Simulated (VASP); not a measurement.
Here is a VASP 6.6.1 calculation.

INCAR

```
PREC = Accurate
ENCUT = 520
EDIFF = 1E-7
ISMEAR = 0
SIGMA = 0.15
LREAL = False
LASPH = True
NELM = 100
ALGO = Normal
ISIF = 2
LWAVE = False
LCHARG = True
LELF = True
LVHAR = True
NBANDS = 8
```

File KPOINTS:

```
regular mesh
0
Gamma
  18 18 18
```

File POSCAR:

```
Sb
1.0
    0.0000000000      2.3712425216      2.3712425216
    2.3712425216      0.0000000000      2.3712425216
    2.3712425216      2.3712425216      0.0000000000
Sb
1
Direct
    0.0000000000      0.0000000000      0.0000000000
```

Potentials or basis: VASP PAW LDA potentials, release 64 (Sb).

Launch:

```sh
$ cat potpaw_LDA.64/Sb/POTCAR > POTCAR
$ mpirun -np 1 vasp_std > vasp.out
```

Question: Predict the band gap on the k mesh.

Answer: None (metal or under the smearing width).

Question: What does it give for the pressure?

Answer: -2.3 GPa.

The run has no spin-orbit coupling, so splittings on Sb are missing.
